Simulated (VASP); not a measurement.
# BaO (Fm-3m) in VASP: notebook, part 2 of 2

VASP 6.6.1.

## 3. Band structure, HSE06

Contents of POSCAR:

```
BaO                                     
1.0
   -0.0000000000      2.7807066280      2.7807066280
    2.7807066280     -0.0000000000      2.7807066280
    2.7807066280      2.7807066280     -0.0000000000
  Ba              O             
     1     1
Direct
     0.0000000000000000    0.0000000000000000    0.0000000000000000
     0.5000000000000000    0.5000000000000000    0.5000000000000000
```

Contents of INCAR.step1:

```
SYSTEM = BaO
ALGO = Normal
EDIFF = 1E-5
ENCUT = 520
GGA = PE
ISIF = 2
ISMEAR = 0
KPAR = 4
LASPH = .True.
LCHARG = .False.
LREAL = .False.
LWAVE = .True.
NELM = 60
PREC = Accurate
SIGMA = 0.02
```

Contents of INCAR.step2:

```
SYSTEM = BaO
ALGO = Normal
EDIFF = 1E-7
ENCUT = 520
GGA = PE
HFSCREEN = 0.2
ISIF = 2
ISMEAR = 0
ISTART = 1
KPAR = 4
LASPH = .True.
LCHARG = .False.
LHFCALC = .True.
LREAL = .False.
LWAVE = .False.
NELM = 60
PREC = Accurate
PRECFOCK = Fast
SIGMA = 0.02
```

Contents of KPOINTS:

```
k-points
0
Gamma
  6 6 6
  0 0 0
```

Contents of KPOINTS_OPT:

```
path GXWKGLUWLK,UX
8
line-mode
reciprocal
 0.0000000000  0.0000000000  0.0000000000  G
 0.5000000000  0.0000000000  0.5000000000  X

 0.5000000000  0.0000000000  0.5000000000  X
 0.5000000000  0.2500000000  0.7500000000  W

 0.5000000000  0.2500000000  0.7500000000  W
 0.3750000000  0.3750000000  0.7500000000  K

 0.3750000000  0.3750000000  0.7500000000  K
 0.0000000000  0.0000000000  0.0000000000  G

 0.0000000000  0.0000000000  0.0000000000  G
 0.5000000000  0.5000000000  0.5000000000  L

 0.5000000000  0.5000000000  0.5000000000  L
 0.6250000000  0.2500000000  0.6250000000  U

 0.6250000000  0.2500000000  0.6250000000  U
 0.5000000000  0.2500000000  0.7500000000  W

 0.5000000000  0.2500000000  0.7500000000  W
 0.5000000000  0.5000000000  0.5000000000  L

 0.5000000000  0.5000000000  0.5000000000  L
 0.3750000000  0.3750000000  0.7500000000  K

 0.6250000000  0.2500000000  0.6250000000  U
 0.5000000000  0.0000000000  0.5000000000  X
```

Potentials or basis: VASP PAW PBE potentials, release 64 (Ba_sv, O).

Command:

```console
$ cat potpaw_PBE.64/Ba_sv/POTCAR potpaw_PBE.64/O/POTCAR > POTCAR
$ cp INCAR.step1 INCAR
$ mpirun -np 4 vasp_std > vasp.out
$ cp INCAR.step2 INCAR
$ mpirun -np 4 vasp_std > vasp.out
```

OUTCAR:

```text
SYSTEM = BaO
   EDIFF = 1E-7
   ENCUT = 520
   GGA = PE
   HFSCREEN = 0.2
   ISIF = 2
   ISMEAR = 0
   ISTART = 1
   LASPH = .True.
   LHFCALC = .True.
   LREAL = .False.
   NELM = 60
   PREC = Accurate
   PRECFOCK = Fast

 ion  position               nearest neighbor table
   1  0.000  0.000  0.000-   2 2.78   2 2.78   2 2.78   2 2.78   2 2.78   2 2.78
   2  0.500  0.500  0.500-   1 2.78   1 2.78   1 2.78   1 2.78   1 2.78   1 2.78

  LATTYP: Found a face centered cubic cell.
 ALAT       =     5.5614132560

  Lattice vectors:

 A1 = (   0.0000000000,   2.7807066280,   2.7807066280)
 A2 = (   2.7807066280,   0.0000000000,   2.7807066280)
 A3 = (   2.7807066280,   2.7807066280,   0.0000000000)

Analysis of symmetry for initial positions (statically):
=====================================================================
 Subroutine PRICEL returns:
 Original cell was already a primitive cell.

 Routine SETGRP: Setting up the symmetry group for a
 face centered cubic supercell.

 Subroutine GETGRP returns: Found 48 space group operations
 (whereof 48 operations were pure point group operations)
 out of a pool of 48 trial point group operations.

The static configuration has the point symmetry O_h .

Analysis of symmetry for dynamics (positions and initial velocities):
=====================================================================
 Subroutine PRICEL returns:
 Original cell was already a primitive cell.

 Routine SETGRP: Setting up the symmetry group for a
 face centered cubic supercell.

 Subroutine GETGRP returns: Found 48 space group operations
 (whereof 48 operations were pure point group operations)
 out of a pool of 48 trial point group operations.

The dynamic configuration has the point symmetry O_h .

 Subroutine INISYM returns: Found 48 space group operations
 (whereof 48 operations are pure point group operations),
 and found     1 'primitive' translations

----------------------------------------------------------------------------------------

                                     Primitive cell

  volume of cell :      43.0027

  direct lattice vectors                    reciprocal lattice vectors
     0.000000000  2.780706628  2.780706628    -0.179810410  0.179810410  0.179810410
     2.780706628  0.000000000  2.780706628     0.179810410 -0.179810410  0.179810410
     2.780706628  2.780706628  0.000000000     0.179810410  0.179810410 -0.179810410

  length of vectors
     3.932513026  3.932513026  3.932513026     0.311440767  0.311440767  0.311440767

  position of ions in fractional coordinates (direct lattice)
     0.000000000  0.000000000  0.000000000
     0.500000000  0.500000000  0.500000000

  ion indices of the primitive-cell ions
   primitive index   ion index
                 1           1
                 2           2

----------------------------------------------------------------------------------------

 KPOINTS: k-points

Automatic generation of k-mesh.
 Grid dimensions read from file:
 generate k-points for:    6    6    6

 Generating k-lattice:

  Cartesian coordinates                     Fractional coordinates (reciprocal lattice)
[... 41 lines left out ...]
 SYSTEM =  BaO
   PREC   = accura    normal or accurate (medium, high low for compatibility)
   ISTART =      1    job   : 0-new  1-cont  2-samecut
   ICHARG =      0    charge: 1-file 2-atom 10-const
   ISPIN  =      1    spin polarized calculation?
   LNONCOLLINEAR =      F non collinear calculations
   LSORBIT =      F    spin-orbit coupling
   LASPH  =      T    aspherical Exc in radial PAW
   ENCUT  =  520.0 eV  38.22 Ry    6.18 a.u.   7.31  7.31  7.31*2*pi/ulx,y,z
   NELM   =     60;   NELMIN=  2; NELMDL=  0     # of ELM steps
   EDIFF  = 0.1E-06   stopping-criterion for ELM
   LREAL  =      F    real-space projection
   EDIFFG = 0.1E-05   stopping-criterion for IOM
   NSW    =      0    number of steps for IOM
   IBRION =     -1    ionic relax: 0-MD 1-quasi-New 2-CG
   NFREE  =      0    steps in history (QN), initial steepest desc. (CG)
   ISIF   =      2    stress and relaxation
   ISYM   =      3    0-nonsym 1-usesym 2-fastsym
   POTIM  = 0.5000    time-step for ionic-motion
   TEBEG  =    0.0;   TEEND  =   0.0 temperature during run
   PSTRESS=    0.0 pullay stress
   NELECT =      16.0000    total number of electrons
   NUPDOWN=      -1.0000    fix difference up-down
   EMIN   =  10.00;   EMAX   =-10.00  energy-range for DOS
   EFERMI =   0.00;   METHOD = LEGACY
   ISMEAR =     0;   SIGMA  =   0.02  broadening in eV -4-tet -1-fermi 0-gaus
   EFERMI_NEDOS =   21; number of points for ismear=-14 and -15
   IALGO  =     38    algorithm
   IMIX   =      1    mixing-type and parameters
     AMIX     =   0.40;   BMIX     =  1.00
     AMIX_MAG =   1.60;   BMIX_MAG =  1.00
  volume/ion in A,a.u.               =      21.50       145.10
  Fermi-wavevector in a.u.,A,eV,Ry     =   1.177469  2.225095 18.863584  1.386434
  Thomas-Fermi vector in A             =   2.313815
   LORBIT       =      0    0 simple, 1 ext, 2 COOP (PROOUT), +10 PAW based schemes
   GGA     = PE    functional components
   LHFCALC =     T    Hartree Fock is set to
   PRECFOCK=fast      Normal, Fast or Accurate (Low or Medium for compatibility)
   ENCUT4O =  -1.0   cutoff for four orbital integrals eV
   NKREDX  =     1    reduce k-point grid by
   NKREDY  =     1    reduce k-point grid by
   NKREDZ  =     1    reduce k-point grid by
   AEXX    =    0.2500 exact exchange contribution
   HFSCREEN=    0.2000 screening length (either q_TF or 0.3 A-1)
   HFSCREENC=   0.2000 screening length for correlation (either q_TF or 0.3 A-1)
   ENCUTFOCK=  -1.0 apply spherical cutoff to Coloumb kernel
   IVDW    =     0    specifies the selected vdW correction
   LEPSILON=     F    determine dielectric tensor
   LRPA    =     F    only Hartree local field effects (RPA)
 non-spin polarized calculation
 Gauss-broadening in eV      SIGMA  =   0.02
  energy-cutoff  :      520.00
  volume of cell :       43.00
 maximum number of plane-waves:      1173
 NGX is ok and might be reduce to    30
  NGX = 18; NGY = 18; NGZ = 18

 number of electron      16.0000000 magnetization

 Free energy of the ion-electron system (eV)
  ---------------------------------------------------
  ext. energy  EPLUGINS =         0.00000000
  ---------------------------------------------------
  free energy    TOTEN  =       -13.88420434 eV

  energy without entropy =      -13.88420434  energy(sigma->0) =      -13.88420434

 E-fermi :   0.9658     XC(G=0):  -7.8964

 val. band max:        0.8317152651   @ k =   0.5000   0.5000   0.0000
 cond. band min:       4.1414047584   @ k =   0.5000   0.5000   0.0000
 fundamental gap:      3.3096894933
 Fermi energy:         0.9657863803

 k-point     1 :       0.0000    0.0000    0.0000
  band No.  band energies     occupation
      1     -26.5811      2.00000
      2     -15.6495      2.00000
      3     -10.0174      2.00000
      4     -10.0174      2.00000
      5     -10.0174      2.00000
      6       0.4715      2.00000
      7       0.4715      2.00000
      8       0.4715      2.00000
      9       5.6725      0.00000
     10       6.9671      0.00000
     11       6.9671      0.00000
     12       6.9671      0.00000
[... 211 lines left out ...]
 k-point    16 :      -0.3333    0.5000    0.1667
  band No.  band energies     occupation
      1     -26.2319      2.00000
      2     -15.9677      2.00000
      3     -11.3459      2.00000
      4     -10.8803      2.00000
      5     -10.2350      2.00000
      6      -0.2731      2.00000
      7       0.6008      2.00000
      8       0.7125      2.00000
      9       5.4695      0.00000
     10       8.5073      0.00000
     11       8.9938      0.00000
     12      12.0225      0.00000

------------------------ aborting loop because EDIFF is reached ----------------------------------------

  FORCE on cell =-STRESS in cart. coord.  units (eV):
  Direction    XX          YY          ZZ          XY          YZ          ZX
  --------------------------------------------------------------------------------------
  -------------------------------------------------------------------------------------
  Total        0.0931236      0.0931236      0.0931236      0.0000000      0.0000000     -0.0000000
  in kB        3.4695617      3.4695617      3.4695617      0.0000000      0.0000000     -0.0000000
  external PRESSURE =       3.4695617 kB  Pullay stress =       0.0000000 kB

 VOLUME and BASIS-vectors are now :
 -----------------------------------------------------------------------------
  energy-cutoff  :      520.00
  volume of cell :       43.00
      direct lattice vectors                 reciprocal lattice vectors
     0.000000000  2.780706628  2.780706628    -0.179810410  0.179810410  0.179810410
     2.780706628  0.000000000  2.780706628     0.179810410 -0.179810410  0.179810410
     2.780706628  2.780706628  0.000000000     0.179810410  0.179810410 -0.179810410

 POSITION                                       TOTAL-FORCE (eV/Angst)
 -----------------------------------------------------------------------------------
      0.00000      0.00000      0.00000        -0.000000      0.000000      0.000000
      2.78071      2.78071      2.78071         0.000000     -0.000000     -0.000000
 -----------------------------------------------------------------------------------
    total drift:                                0.000000      0.000000      0.000000

  FREE ENERGIE OF THE ION-ELECTRON SYSTEM (eV)
  ---------------------------------------------------
  free  energy   TOTEN  =       -13.8842043354 eV

  energy  without entropy=      -13.8842043354  energy(sigma->0) =      -13.88420434
```

Run time: 17 min. Hardware: 4 MPI ranks of Intel Xeon Platinum 8488C (Sapphire Rapids), shared host; peak memory 0.32 GiB.

Results:

| Quantity | Value |
| --- | --- |
| Free energy | -13.8842 eV |
| Pressure | 0.3 GPa |
| Band gap on the k mesh | 3.31 eV, direct |
| Band gap along the path | 3.31 eV, direct |

Levels at the corners of the path, in eV from the valence-band top:
| point | band 4 | band 5 | band 6 | band 7 | band 8 | band 9 | band 10 | band 11 | band 12 |
| --- | --- | --- | --- | --- | --- | --- | --- | --- | --- |
| Γ | -10.85 | -10.85 | -0.36 | -0.36 | -0.36 | 4.84 | 6.14 | 6.14 | 6.14 |
| X | -11.46 | -11.46 | -0.16 | -0.16 | 0.00 | 3.31 | 7.44 | 10.48 | 10.92 |
| X | -11.46 | -11.46 | -0.16 | -0.16 | 0.00 | 3.31 | 7.44 | 10.48 | 10.92 |
| W | -11.95 | -10.93 | -1.39 | -0.20 | -0.20 | 6.03 | 6.03 | 8.35 | 11.41 |
| W | -11.95 | -10.93 | -1.39 | -0.20 | -0.20 | 6.03 | 6.03 | 8.35 | 11.41 |
| K | -11.34 | -11.29 | -0.95 | -0.77 | -0.15 | 4.79 | 8.06 | 8.50 | 10.22 |
| K | -11.34 | -11.29 | -0.95 | -0.77 | -0.15 | 4.79 | 8.06 | 8.50 | 10.22 |
| Γ | -10.85 | -10.85 | -0.36 | -0.36 | -0.36 | 4.84 | 6.14 | 6.14 | 6.14 |
| Γ | -10.85 | -10.85 | -0.36 | -0.36 | -0.36 | 4.84 | 6.14 | 6.14 | 6.14 |
| L | -10.96 | -10.96 | -2.04 | -1.53 | -1.53 | 6.37 | 8.74 | 8.74 | 9.54 |
| L | -10.96 | -10.96 | -2.04 | -1.53 | -1.53 | 6.37 | 8.74 | 8.74 | 9.54 |
| U | -11.34 | -11.29 | -0.95 | -0.77 | -0.15 | 4.79 | 8.06 | 8.50 | 10.22 |
| U | -11.34 | -11.29 | -0.95 | -0.77 | -0.15 | 4.79 | 8.06 | 8.50 | 10.22 |
| W | -11.95 | -10.93 | -1.39 | -0.20 | -0.20 | 6.03 | 6.03 | 8.35 | 11.42 |
| W | -11.95 | -10.93 | -1.39 | -0.20 | -0.20 | 6.03 | 6.03 | 8.35 | 11.41 |
| L | -10.96 | -10.96 | -2.04 | -1.53 | -1.53 | 6.37 | 8.74 | 8.74 | 9.54 |
| L | -10.96 | -10.96 | -2.04 | -1.53 | -1.53 | 6.37 | 8.74 | 8.74 | 9.54 |
| K | -11.34 | -11.29 | -0.95 | -0.77 | -0.15 | 4.79 | 8.06 | 8.50 | 10.22 |
| U | -11.34 | -11.29 | -0.95 | -0.77 | -0.15 | 4.79 | 8.06 | 8.50 | 10.22 |
| X | -11.46 | -11.46 | -0.16 | -0.16 | 0.00 | 3.31 | 7.44 | 10.48 | 10.91 |

Caveat: the PAW data sets were made with another functional, which shifts forces and pressure a little; spin-orbit coupling is left out, which moves the levels of the heavy elements.
